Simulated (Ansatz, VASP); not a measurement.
# As in VASP and in Ansatz

```
CELL_PARAMETERS angstrom
0.00000 2.25337 2.25337
2.25337 0.00000 2.25337
2.25337 2.25337 0.00000
ATOMIC_POSITIONS crystal
As 0.00000 0.00000 0.00000
```

Alike in both runs: task single point; functional PBE; k mesh 16 × 16 × 16; occupations gaussian, width 0.1 eV; no spin polarisation.

|  | VASP | Ansatz |
| --- | --- | --- |
| version | VASP 6.6.1 | Ansatz 0.2.0 |
| potentials or method | VASP PAW PBE potentials, release 64 (As) | scalar-relativistic, plane waves, PAW |
| plane-wave cutoff (eV) | 520 | 420 |
| valence electrons in the cell | 5 | 15 |

```csv
,VASP,Ansatz,Ansatz less VASP
gap on the k mesh at the Fermi level (eV),none,none,-
pressure (GPa),-9.3,-9.3,+0.02
```

A gap of «none» marks a metal or a gap that the smearing closes. The two sets of potentials don't hold the same shells in valence.
